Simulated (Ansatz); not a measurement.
Clean, relaxed (110) surface of TiAl, space group P4/mmm (No. 123) (top face towards +c; atoms held fixed, by place in the list: 1, 2, 3, 4):

```
CELL_PARAMETERS angstrom
3.95295 0.00000 0.00000
0.00000 4.03874 0.00000
0.00000 0.00000 22.92943
ATOMIC_POSITIONS crystal
Ti 0.50000 0.00000 0.37070
Al 0.00000 0.50000 0.37070
Ti 0.00000 0.00000 0.45690
Al 0.50000 0.50000 0.45690
Ti 0.50000 0.00000 0.54242
Al 0.00000 0.50000 0.54417
Ti 0.00000 0.00000 0.62574
Al 0.50000 0.50000 0.62844
```

The calculation used DFT PBEsol, scalar-relativistic, plane waves, PAW in Ansatz. Settings: cutoff 420 eV, Γ-centred mesh 7×7×1 on the computed 8-atom cell, Gaussian smearing of 0.10 eV; no spin polarisation. A dipole correction removes the field between periodic images along c.

Cl (atom) is adsorbed on the top face, one adsorbate per 16.0 Å², and relaxed from 3 starting sites (fractions of a and b). The adsorption energy is E(slab + adsorbate) − E(slab) − E(free adsorbate, spin-polarised where open-shell). Heights count from the highest slab atom after relaxation. Δφ is the top face's. Δp counts per cell along +c. Bonded neighbours lie within 1.25 times the sum of covalent radii (1.35 for H) and, on that scale, within 12 % of the closest. With the adsorbate the cell is lengthened along c to keep the vacuum.

| start | ends at | E_ads (eV) | height (Å) | shortest contact | Δφ (eV) | Δp (e·Å) |
| --- | --- | --- | --- | --- | --- | --- |
| top (Al) at (0.50, 0.50) | (0.50, 0.50), 1 bonded neighbour (Al) | -3.72 | 2.07 | Cl–Al 2.21 Å | +0.65 | -0.065 |
| bridge (Ti-Al) at (0.25, 0.75) | (0.07, 0.50), 3 bonded neighbours (Al and Ti) | -4.33 | 1.71 | Cl–Al 2.52 Å | -0.07 | +0.002 |
| top (Ti) at (0.00, 0.00) | (0.00, 0.00), 1 bonded neighbour (Ti) | -4.09 | 2.20 | Cl–Ti 2.20 Å | +1.56 | -0.138 |

Among the sites tried, the lowest end comes from the bridge (Ti-Al) at (0.25, 0.75) start; other sites may lie lower.

Each end is the local minimum or symmetric point that its start leads to. The slab is only 5.9 Å thick, so the energies aren't converged with thickness.

Spin polarisation was left out, and a magnetic state may lie lower.